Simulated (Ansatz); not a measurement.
Ansatz input file:

```yaml
crystal:
  lattice:
    - [4.426692692, 0.0, 0.0]
    - [0.0, 4.426692692, 0.0]
    - [0.0, 0.0, 4.8089813793]
  atoms:
    - { symbol: C, position: [0.5, 0.5, 0.5] }
    - { symbol: C, position: [0.0, 0.0, 0.0] }
    - { symbol: O, position: [0.3132525035, 0.6867474965, 0.5] }
    - { symbol: O, position: [0.6867474965, 0.3132525035, 0.5] }
    - { symbol: O, position: [0.1867474965, 0.1867474965, 0.0] }
    - { symbol: O, position: [0.8132525035, 0.8132525035, 0.0] }
basis:
  ecutwfc: 420
kpoints:
  mp_grid: { grid: [6, 6, 6] }
hamiltonian:
  xc: pbe
  dispersion: d3bj
scf:
  occupations: { method: gaussian, width: 0.02 }
  n_extra_bands: 24
output:
  forces: false
  stress: false
  eigenvalues: true
  optics: { e_range: [0, 14], sigma: 0.1, nscf_kmesh: { grid: [9, 9, 9] } }
checkpoint:
  read: start.run
  write: ck
  compress: false
  write_wavefunctions: false
  write_every: 100000
```

It can be run as
```bash
ansatz run input.yaml --threads 1 --pin off --backend cpu --events-out ev --progress --plain --runs-dir out  # memory cap (--max-ram) not shown
```

All numbers below come from DFT PBE+D3(BJ), scalar-relativistic, plane waves, PAW in Ansatz 0.2.0.

Abridged output (final results; tables in files aren't shown):

```
SCF 1 converged in 5 iterations: F = -2770.186491 eV  dr2 = 1.95e-12
SCF converged after 5 iterations
Free energy (F): -2770.186491 eV
Harris-Foulkes:  -2770.186491 eV  (|F-HF|=5.46e-12)
Internal energy: -2770.186491 eV  (E = F + TS)
E sigma→0 (E₀):  -2770.186491 eV
Fermi energy:    0.843314 eV
--- Per-component energies (eV) ---
  E_band       = -309.344851
  E_kinetic    = 870.237785
  E_local      = -2471.231896  (includes V_loc(G=0)·N_el)
  E_nonlocal   = 249.929084
  E_hartree    = 841.540516
  E_xc         = -382.870205
  E_vxc        = -483.859817  (∫ρ·V_xc dr)
  E_paw        = -831.689330  (= ΣΔE_a)
  E_vpaw       = -157.510933  (= ΣTr[D̂ρ^β])
  E_aug_tail   = 0.009886  (compensation charges beyond the density's cutoff)
  E_ewald      = -1045.723850
  E_disp       = -0.388482  (pairwise vdW)
  E_smearing   =  0.000000  (= −TS)
--- Band table (eV; the first three rows and the last of 40) ---
  k-point 0: bands = ["-22.9643", "-22.7592", "-21.8351", "-21.8351", "-7.8863", "-7.6249", "-6.9252", "-6.5925", "-6.5925", "-5.9664", "-5.9664", "-5.8915", "-3.4771", "-2.7949", "-2.7724", "-2.7724", "4.1168", "5.2782", "5.6625", "5.6625", "6.5501", "8.4453", "10.3840", "12.4844", "12.8118", "13.1744", "14.0758", "14.0758", "14.4493", "15.8115", "15.8115", "16.2238", "16.8456", "18.1593", "18.1593", "19.1190", "20.1262", "21.9824", "21.9824", "22.3886"]
  k-point 1: bands = ["-22.9506", "-22.7729", "-21.8350", "-21.8350", "-7.8989", "-7.6642", "-6.8370", "-6.5625", "-6.5625", "-6.0042", "-6.0042", "-5.9509", "-3.4339", "-2.8432", "-2.7744", "-2.7744", "4.3296", "5.3683", "5.6863", "5.6863", "6.4012", "8.0821", "10.6397", "12.8190", "12.8576", "13.2098", "14.2098", "14.2098", "14.2539", "15.6302", "15.6302", "16.2144", "16.7996", "18.3810", "18.4107", "18.4107", "19.7069", "21.3750", "21.3750", "23.1208"]
  k-point 2: bands = ["-22.9129", "-22.8103", "-21.8347", "-21.8347", "-7.9011", "-7.7577", "-6.6195", "-6.4856", "-6.4856", "-6.1176", "-6.0962", "-6.0962", "-3.3144", "-2.9735", "-2.7774", "-2.7774", "4.8901", "5.6641", "5.7341", "5.7341", "6.0327", "7.2165", "11.4307", "12.8634", "13.3253", "13.4996", "13.8741", "14.5577", "14.5577", "15.2986", "15.2986", "15.7557", "16.6406", "16.6813", "18.6544", "18.6544", "20.7274", "20.7274", "21.2368", "22.9847"]
  k-point 39: bands = ["-22.8128", "-22.8128", "-21.8804", "-21.8804", "-7.8552", "-7.8552", "-6.6710", "-6.6710", "-6.5715", "-6.5715", "-6.2004", "-6.2004", "-2.8192", "-2.8192", "-2.4302", "-2.4302", "5.4290", "5.4290", "5.9436", "5.9436", "8.6177", "8.6177", "10.4767", "10.4767", "10.6609", "10.6609", "11.2179", "11.2179", "16.0024", "16.0024", "18.0027", "18.0027", "20.1251", "20.1251", "20.1686", "20.1686", "20.8525", "20.8525", "21.0834", "21.0834"]
```

The calculation finished and met its thresholds.

The run starts from the saved density of an earlier one, so iterations and time are fewer than from atoms.